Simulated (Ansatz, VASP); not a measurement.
**One calculation of Mg, two programs**

File INCAR:

```
SYSTEM = Mg
PREC = Accurate
ENCUT = 520
EDIFF = 1E-6
ISMEAR = 0
SIGMA = 0.1
LREAL = .False.
LASPH = .True.
NELM = 100
ALGO = Normal
ISIF = 2
LWAVE = .False.
LCHARG = .False.
GGA = PS
NBANDS = 9
```

Contents of KPOINTS:

```
regular mesh
0
Gamma
  6 6 6
  0 0 0
```

Contents of POSCAR:

```
Mg
1.0
   -2.7622123588      2.7622123588      1.5068378307
    2.7622123588     -2.7622123588      1.5068378307
    2.7622123588      2.7622123588     -1.5068378307
Mg
2
Direct
    0.0000000000      0.0000000000      0.0000000000
    0.7500000000      0.2500000000      0.5000000000
```

Input for Ansatz:

```yaml
crystal:
  lattice:
    - [-2.7622123588, 2.7622123588, 1.5068378307]
    - [2.7622123588, -2.7622123588, 1.5068378307]
    - [2.7622123588, 2.7622123588, -1.5068378307]
  atoms:
    - { symbol: Mg, position: [0.0, 0.0, 0.0] }
    - { symbol: Mg, position: [0.75, 0.25, 0.5] }
basis:
  ecutwfc: 420
kpoints:
  mp_grid: { grid: [6, 6, 6] }
hamiltonian:
  xc: pbesol
scf:
  occupations: { method: gaussian, width: 0.1 }
  lower_state_search: "off"
output:
  forces: true
  stress: true
  eigenvalues: true
```

Alike in both runs: task single point; functional PBEsol; k mesh 6 × 6 × 6; occupations gaussian, width 0.1 eV; no spin polarisation.

```csv
,VASP,Ansatz
version,VASP 6.6.1,Ansatz 0.2.0
potentials or method,"VASP PAW PBE potentials, release 64 (Mg)","scalar-relativistic, plane waves, PAW"
plane-wave cutoff (eV),520,420
valence electrons in the cell,4,20
```

```tsv
	VASP	Ansatz	Ansatz less VASP
gap on the k mesh at the Fermi level (eV)	none	none	-
pressure (GPa)	2.7	2.7	+0.01
largest component of the traceless stress (GPa)	4.49	4.50	+0.005
```

A gap of «none» marks a metal or a gap that the smearing closes. The two sets of potentials don't hold the same shells in valence.

Caveats: the k mesh is coarse (spacing up to 0.40 Å⁻¹), so the values aren't converged; the PAW data sets were made with another functional, which shifts forces and pressure a little (VASP).
